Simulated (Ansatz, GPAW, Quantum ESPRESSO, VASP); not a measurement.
**Pt: programs and potentials compared**

```xyz
1
Lattice="0.0000 1.9609 1.9609 1.9609 0.0000 1.9609 1.9609 1.9609 0.0000" Properties=species:S:1:pos:R:3 pbc="T T T"
Pt    0.0000    0.0000    0.0000
```

Alike in all runs: task band structure; functional PBE; k mesh 12 × 12 × 12; occupations fermi-dirac, width 0.05 eV; no spin polarisation; no spin-orbit coupling. Pressure is positive in compression and, in plane waves, holds the error of the finite cutoff, which Ansatz's Pulay term estimates and takes out.

```json
{"program and potentials": "Ansatz, Ansatz PAW", "plane-wave cutoff (eV)": "420", "notes": "18 valence electrons an atom on average; Pulay term of +0.08 GPa included", "pressure (GPa)": "10.26"}
{"program and potentials": "Quantum ESPRESSO, PseudoDojo 0.4.1 SR PBE standard", "plane-wave cutoff (eV)": "1143", "notes": "18 valence electrons an atom on average", "pressure (GPa)": "9.66"}
{"program and potentials": "VASP, PBE PAW files Pt_sv_GW, 600 eV", "plane-wave cutoff (eV)": "600", "notes": "18 valence electrons an atom on average", "pressure (GPa)": "9.19"}
{"program and potentials": "Ansatz, all-electron LAPW, scalar-relativistic", "plane-wave cutoff (eV)": "-", "notes": "-", "pressure (GPa)": "10.22"}
{"program and potentials": "Ansatz, Ansatz PAW (files of its older set among them)", "plane-wave cutoff (eV)": "570", "notes": "18 valence electrons an atom on average", "pressure (GPa)": "10.34"}
{"program and potentials": "VASP, PBE PAW files Pt, 520 eV", "plane-wave cutoff (eV)": "520", "notes": "10 valence electrons an atom on average", "pressure (GPa)": "9.73"}
{"program and potentials": "GPAW, GPAW PAW data sets (gpaw-data 1.2.1)", "plane-wave cutoff (eV)": "600", "notes": "16 valence electrons an atom on average", "pressure (GPa)": "9.78"}
```

The pressure spans 9.19 (VASP, PBE PAW files Pt_sv_GW, 600 eV) to 10.34 GPa (Ansatz, Ansatz PAW (files of its older set among them)), with all-electron results at 10.22.

The functional is the same throughout but for its coding, so the spread measures potentials, basis and numerics; runs on potential files found faulty are left out.
